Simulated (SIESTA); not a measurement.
SrO:

```
CELL_PARAMETERS angstrom
0.00000 2.56630 2.56630
2.56630 0.00000 2.56630
2.56630 2.56630 0.00000
ATOMIC_POSITIONS crystal
Sr 0.50000 0.50000 0.50000
O 0.00000 0.00000 0.00000
```

Base run:

```yaml
Program: SIESTA 5.4.2
Functional: PBE
Potentials_or_basis: PseudoDojo 0.4 standard (PBE files)
Basis: DZP (energy shift 0.003 Ry; two zetas on semicore shells; d shell added on Sr)
Grid_cutoff: 800 Ry
Energy_shift: 0.003 Ry
k_mesh: 9 × 9 × 9
Occupations: fermi-dirac, width 0.05 eV
Spin: no spin polarisation
```

Its results: band gap on the k mesh 3.31 eV, indirect (least direct gap 3.41 eV); pressure 4.1 GPa.

Question: After a change of settings the same cell gave: band gap on the k mesh 3.45 eV, indirect (least direct gap 3.54 eV); pressure 7.6 GPa. Which change was it?
A. functional from PBE to AM05; potentials or basis from PseudoDojo 0.4 standard (PBE files) to PseudoDojo 0.4 standard (PBEsol files)
B. basis from DZP (energy shift 0.003 Ry; two zetas on semicore shells; d shell added on Sr) to TZDP (energy shift 0.002 Ry; d shell added on Sr); energy shift from 0.003 Ry to 0.002 Ry
C. functional from PBE to vdW-DF-cx
D. functional from PBE to BLYP

Answer: D.

BLYP binds less tightly than PBE, so the same cell stands under more pressure.

Caveats: the basis of atomic orbitals isn't converged, which shifts pressures, moduli and gaps; an odd mesh through Γ misses points on the zone boundary, where band edges often lie (some runs); the potentials were made for another functional, which shifts forces and pressure (some runs).

Not every run made on this cell is shown here.
